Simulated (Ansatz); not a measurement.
## (110) slab of rutile TiO2, 18.8 Å thick as cut, bare faces

Ansatz, PAW, plane waves, no spin–orbit coupling unless named; atoms relaxed with PBEsol, the curve by HSE06. The curve holds the local part of the PAW potentials, so its shape inside matter depends on the files.

```
Ti O
1.0
     0.00000    0.00000    2.93887
     4.59141   -4.59141    0.00000
    22.46657   22.46657    0.00000
Ti O
12 24
Cartesian
  21.4613 12.2817 2.9388
  7.8790 3.2943 0.0044
  12.1823 3.0112 0.0046
  12.4837 7.8979 0.0033
  16.8584 7.6759 0.0026
  17.1587 12.5638 0.0004
  19.4915 14.9034 1.4682
  9.8489 0.6725 1.4738
  10.1399 5.5621 1.4730
  14.5677 5.3907 1.4730
  14.7752 10.1824 1.4707
  14.6096 14.6043 1.4704
  9.0973 -0.0794 0.0046
  9.1462 4.5601 0.0042
  13.7421 4.5646 0.0035
  13.7944 9.2078 0.0022
  18.3844 9.2055 0.0008
  18.4416 13.8512 0.0003
  20.2437 15.6551 2.9384
  10.8999 1.7237 0.0046
  10.9563 6.3701 0.0039
  15.5466 6.3679 0.0030
  15.5990 11.0109 0.0017
  20.1940 11.0162 0.0003
  17.9830 16.2553 1.4691
  8.4952 2.1808 1.4741
  8.6379 6.8275 1.4739
  13.2628 6.8859 1.4725
  13.2778 11.4910 1.4715
  17.9275 11.5241 1.4701
  20.8460 13.3951 1.4691
  6.7663 3.9116 1.4740
  11.4133 4.0515 1.4739
  11.4714 8.6762 1.4726
  16.0782 8.6900 1.4715
  16.1114 13.3398 1.4701
```

Planar mean of the electrostatic potential energy along the normal, from the vacuum level:

z (Å), v (eV) and a bar:
```
     0.00       0.00 ##############################
     0.29       0.00 ##############################
     0.74       0.00 ##############################
     1.03       0.00 ##############################
     1.32       0.00 ##############################
     1.62       0.00 ##############################
     2.06       0.00 ##############################
     2.35       0.00 ##############################
     2.65       0.00 ##############################
     3.09       0.00 ##############################
     3.38      -0.01 ##############################
     3.68      -0.01 ##############################
     3.97      -0.01 ##############################
     4.41      -0.01 ##############################
     4.71      -0.03 ##############################
     5.00      -0.08 ##############################
     5.44      -0.38 #############################
     5.74      -1.22 ############################
     6.03      -3.53 #########################
     6.33      -5.70 ######################
     6.77      -8.53 ##################
     7.06     -13.09 ############
     7.35     -19.19 ####
     7.80     -20.03 ###
     8.09     -14.72 ##########
     8.38     -10.14 ################
     8.68      -8.05 ###################
     9.12      -6.20 ######################
     9.41      -6.14 ######################
     9.71      -6.69 #####################
    10.15      -9.84 #################
    10.44     -15.02 ##########
    10.74     -20.66 ##
    11.03     -21.60 #
    11.47     -13.41 ############
    11.77      -8.54 ##################
    12.06      -6.76 #####################
    12.50      -6.39 #####################
    12.80      -6.31 #####################
    13.09      -6.59 #####################
    13.39      -8.20 ###################
    13.83     -16.33 ########
    14.12     -21.42 #
    14.42     -21.09 #
    14.86     -12.37 #############
    15.15      -8.57 ##################
    15.44      -6.67 #####################
    15.89      -5.95 ######################
    16.18      -6.13 ######################
    16.47      -7.56 ####################
    16.77     -10.15 ################
    17.21     -19.07 ####
    17.50     -22.02 
    17.80     -19.16 ####
    18.24      -9.56 #################
    18.53      -7.13 ####################
    18.83      -6.24 #####################
    19.12      -6.39 #####################
    19.56      -6.35 #####################
    19.86      -7.55 ####################
    20.15     -10.42 ################
    20.59     -20.01 ###
    20.89     -21.83 
    21.18     -17.98 #####
    21.48     -11.63 ##############
    21.92      -7.43 ####################
    22.21      -6.19 ######################
    22.51      -6.14 ######################
    22.95      -7.24 ####################
    23.24      -9.13 ##################
    23.54     -11.96 ##############
    23.83     -17.96 ######
    24.27     -20.82 ##
    24.56     -16.09 ########
    24.86     -10.05 ################
    25.30      -6.47 #####################
    25.59      -4.58 ########################
    25.89      -2.22 ###########################
    26.18      -0.58 #############################
    26.62      -0.11 ##############################
    26.92      -0.04 ##############################
    27.21      -0.01 ##############################
    27.65       0.00 ##############################
    27.95       0.00 ##############################
    28.24       0.00 ##############################
    28.54       0.00 ##############################
    28.98       0.00 ##############################
    29.27       0.00 ##############################
    29.57       0.00 ##############################
    30.01       0.00 ##############################
    30.30       0.00 ##############################
    30.60       0.00 ##############################
    30.89       0.00 ##############################
    31.33       0.00 ##############################
    31.63       0.00 ##############################
```

Problem. How far below the vacuum level do the top filled and the lowest empty level lie, by each functional?

Solution. PBEsol: 7.34 and 5.34 eV (gap 2.00 eV, a 6×3×1 mesh); HSE06: 8.45 and 4.90 eV (gap 3.56 eV, a 4×2×1 mesh); r²SCAN: 7.68 and 5.30 eV (gap 2.38 eV, a 4×2×1 mesh). Either level can be a surface state and not a band edge of the crystal.

The potential returns to the same flat vacuum level on both sides, so the slab has no net dipole and its two faces share one energy reference. This fits the non-polar stacking of rutile (110), in which each repeat unit is charge-neutral and carries no dipole along the normal.

In rutile the filled states near the gap are mainly O 2p and the lowest empty ones Ti 3d. Going from PBEsol to HSE06 widens the gap chiefly by lowering the filled level, from 7.34 to 8.45 eV below vacuum, while the empty level rises less; r²SCAN also deepens the filled level but hardly moves the empty one. The ionisation energy is therefore more sensitive to the functional than the electron affinity. The HSE06 gap of 3.56 eV exceeds the measured gap of bulk rutile, probably because its fixed share of exact exchange is too large for such a strongly screening oxide, with confinement in the thin slab a possible further contribution. Adsorbed water or hydroxyl groups would shift both levels through the surface dipole.
